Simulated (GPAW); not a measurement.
Crystal: LiF.

```
F Li
1.0
     2.55953    0.00000    0.00000
     0.00000    2.55953    0.00000
     0.00000    0.00000    2.55953
F Li
1 1
Direct
  0.50000 0.50000 0.50000
  0.00000 0.00000 0.00000
```

Measurements of this composition are mostly on another form, of space group No. 225.

```yaml
Program: GPAW 26.7.0
Task: relaxation of cell and atoms
Functional: LDA
Potentials_or_basis: the program's PAW data sets (release 1.2.1) made for this functional
Cutoff: 800 eV
Basis: pw
k_mesh: 10 × 10 × 10
Occupations: gaussian, width 0.1 eV
Spin: no spin polarisation
```

At the start: pressure -8.2 GPa; volume 8.38 Å³/atom.

Problem. How do energy, volume and symmetry change on relaxing?

Solution. Over 7 steps the energy falls by 13.3 meV/atom and the volume is 7.49 Å³/atom (-10.7 %); space group Pm-3m (No. 221, to 0.05 Å).

The path:
```
step  energy change (eV)  largest force (eV/Å)  pressure (GPa)  volume (Å³)
   1              0.0000                0.0000           -8.21        16.77
   2             -0.0042                0.0000           -7.84        16.66
   3             -0.0112                0.0000           -7.09        16.45
   4             -0.0195                0.0000           -5.93        16.16
   5             -0.0264                0.0000           -4.34        15.80
   6             -0.0296                0.0000           -2.30        15.40
   7             -0.0267                0.0000            0.15        14.98
```

Final structure:
```yaml
crystal:
  lattice:
    - [2.46522, 0.00000, 0.00000]
    - [0.00000, 2.46522, 0.00000]
    - [0.00000, 0.00000, 2.46522]
  atoms:
    - { symbol: F, position: [0.50000, 0.50000, 0.50000] }
    - { symbol: Li, position: [0.00000, 0.00000, 0.00000] }
```

Caveat: the data sets keep Ga 3d, Li 1s and Be 1s frozen, and some such compounds lay over 1.5 % in volume off other programs; later steps reuse the first step's grids.
